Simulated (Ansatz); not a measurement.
**One structure type, several compounds**

Method: DFT, PBE, all-electron LAPW, scalar-relativistic (Ansatz 0.2.0).

All compounds have space group Im-3m with 1 atom in the primitive cell. V0, B0 and B0′ come from third-order Birch–Murnaghan fits to pressures at five volumes, with shape and internal coordinates held; prototypes and MP cells needn't be known phases. No run is spin-polarised.

No spin–orbit coupling, which matters for the heavy atoms here.

Cs: Cs 2a (0.000 0.000 0.000); COD 9011010, measured; 9×9×9 mesh, smearing 0.05 eV; no spin
W: W 2a (0.000 0.000 0.000); bcc type, relaxed by us; 14×14×14 mesh, smearing 0.08 eV; no spin
Ba: Ba 2a (0.000 0.000 0.000); COD 9008528, measured; 10×10×10 mesh, smearing 0.05 eV; no spin
Ca: Ca 2a (0.000 0.000 0.000); bcc type, relaxed by us; 13×13×13 mesh, smearing 0.08 eV; no spin

```json
{"compound": "Cs", "V0 (Å³/atom)": "116.78", "B0 (GPa)": "2", "B0′": "3.5"}
{"compound": "W", "V0 (Å³/atom)": "?", "B0 (GPa)": "301", "B0′": "4.0"}
{"compound": "Ba", "V0 (Å³/atom)": "?", "B0 (GPa)": "9", "B0′": "3.1"}
{"compound": "Ca", "V0 (Å³/atom)": "?", "B0 (GPa)": "17", "B0′": "2.9"}
```

Give the missing entry: row "Ba", column "V0 (Å³/atom)".

63.28.

Give the missing entry: row "W", column "V0 (Å³/atom)".

16.15.

What belongs in the row "Ca", column "V0 (Å³/atom)"?

42.16.
